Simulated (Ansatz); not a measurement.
A nudged elastic band was laid between two geometries of a periodic cell of 17 atoms, Si (host Si, host structure diamond, interstitial Si).

Computed with Ansatz, DFT LDA, scalar-relativistic, plane waves, PAW. Settings: PAW set soft_1, cutoff 420 eV, k mesh 2x2x2, fermi-dirac smearing 0.02 eV, no spin polarisation.

* movable images: 5
* climbing image: yes
* spring: 5.0 eV/Å²
* optimiser: quadratic models (default)
* start path: straight line
* force threshold: 0.05 eV/Å
* iteration limit: 74
* end points: relaxed

First end point:

```xyz
17
Lattice="0.0000 5.4300 5.4300 5.4300 0.0000 5.4300 5.4300 5.4300 0.0000" Properties=species:S:1:pos:R:3
Si 0.002 -0.001 -0.031
Si 1.382 1.377 1.338
Si 2.719 2.712 0.000
Si 4.054 4.050 1.339
Si 2.754 -0.001 2.716
Si 4.071 1.361 4.081
Si 5.432 2.679 2.716
Si 6.812 4.049 4.094
Si 0.003 2.746 2.715
Si 1.364 4.067 4.078
Si 2.684 5.428 2.716
Si 4.055 6.805 4.092
Si 2.717 2.714 5.431
Si 4.072 4.064 6.783
Si 5.433 5.428 5.464
Si 6.796 6.790 6.784
Si 5.435 5.426 2.717
```

Last end point:

Only the atoms that move by more than 0.05 Å are listed.
```
Si17 4.068 4.068 4.071
```

Problem. Which bonds break or form, and what moves?

Solution. Contacts lost: Si2–Si17. Contacts made: Si13–Si17. The atom that moves furthest is Si17, by 2.36 Å.

Problem. What energy profile does the band end with?

Solution. It converged. The highest image is number 3 of 0 to 6, 0.31 eV above the ends, which have the same energy within 2 meV. By the program's own check the climbing image is of a kind that is not told: the force calls were inconclusive, a negative curvature could not be distinguished from the path's own, the only one lies far off the path, or fixed occupations may fill a level only in part (lowest curvatures found: -0.06 and 0.84 eV/Å²). Limits of this set-up: coarse k mesh, PAW files made for another functional.

```tsv
image	path coordinate (Å)	energy (eV)	Si2–Si17 (Å)	Si13–Si17 (Å)
0	0.00	0.00	2.39	4.70
1	0.55	0.11	2.45	4.26
2	1.09	0.29	2.65	3.78
3	1.64	0.31	3.21	3.25
4	2.19	0.29	3.75	2.66
5	2.74	0.11	4.25	2.46
6	3.29	0.00	4.70	2.39
```

Problem. What is the geometry of the highest image?

Solution. 
```xyz
17
Lattice="0.0000 5.4300 5.4300 5.4300 0.0000 5.4300 5.4300 5.4300 0.0000" Properties=species:S:1:pos:R:3
Si -0.049 -0.052 -0.015
Si 1.183 1.180 1.533
Si 2.544 2.541 0.171
Si 3.997 3.994 1.254
Si 2.730 -0.052 2.764
Si 4.121 1.342 4.024
Si 5.505 2.613 2.641
Si 6.892 3.994 4.149
Si -0.049 2.727 2.764
Si 1.345 4.118 4.024
Si 2.616 5.502 2.641
Si 3.997 6.888 4.149
Si 2.885 2.882 5.261
Si 4.121 4.118 6.800
Si 5.505 5.502 5.530
Si 6.954 6.951 6.621
Si 4.759 4.756 3.387
```

The run took 6.5 min on 1 thread of Arm Neoverse V1, with other jobs on the host, peak memory 0.76 GiB.
